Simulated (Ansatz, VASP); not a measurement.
One calculation of BaTe, two programs

```
CELL_PARAMETERS angstrom
0.00000 3.40874 3.40874
3.40874 0.00000 3.40874
3.40874 3.40874 0.00000
ATOMIC_POSITIONS crystal
Ba 0.00000 0.00000 0.00000
Te 0.50000 0.50000 0.50000
```

Alike in both runs: functional PBEsol; k mesh 6 × 6 × 6; no spin polarisation.

Ansatz relaxed the structure, and its values are those at the end. VASP's run is a single point on that final structure, the one shown.

|  | VASP | Ansatz |
| --- | --- | --- |
| version | VASP 6.6.1 | Ansatz 0.2.0 |
| potentials or method | VASP PAW PBE potentials, release 64 (Ba_sv, Te) | PAW with Ansatz's default frozen-core files, scalar-relativistic |
| plane-wave cutoff (eV) | 520 | 420 |
| occupations | gaussian, width 0.01 eV | fixed |
| valence electrons in the cell | 16 | 26 |

|  | VASP | Ansatz | Ansatz less VASP |
| --- | --- | --- | --- |
| pressure (GPa) | 2.4 | 2.0 | -0.47 |

The two sets of potentials don't hold the same shells in valence.

Caveats: the PAW data sets were made with another functional, which shifts forces and pressure a little (VASP). A k mesh can miss the band edges.
